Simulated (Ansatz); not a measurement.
The reference is GeTe (space group R3m, No. 160).

```xyz
2
Lattice="2.1133 1.2201 3.6399 -2.1133 1.2201 3.6399 0.0000 -2.4402 3.6399" Properties=species:S:1:pos:R:3 pbc="T T T"
Ge     0.0000     0.0000     2.5578
Te     0.0000     0.0000     8.3620
```

Cartesian axes are those of the cell as printed.

Level of theory: PBE in Ansatz (plane waves to 420 eV, PAW, no spin-orbit coupling).

Base values:

| Item | Result |
|---|---|
| Pressure | 0.00 GPa |

One thing is altered: the symmetric strain tensor [-0.0156 -0.0202 -0.0057; -0.0202 -0.0155 -0.0075; -0.0057 -0.0075 0.0016], atoms relaxed at fixed cell.

Question: How does this affect the largest internal atomic displacement?

Answer: The largest internal atomic displacement amounts to 0.017 Å.

Question: Estimate the effect on the energy relative to the base.

Answer: The energy rises by 9.5 meV/atom.

Question: What does the calculation give for the pressure after the change?

Answer: The pressure (mean of the normal stresses, compression positive) goes from zero to 1.41 GPa.

Whether these cells are dynamically stable was not tested.

Ansatz is a quantum-chemistry and plane-wave program.
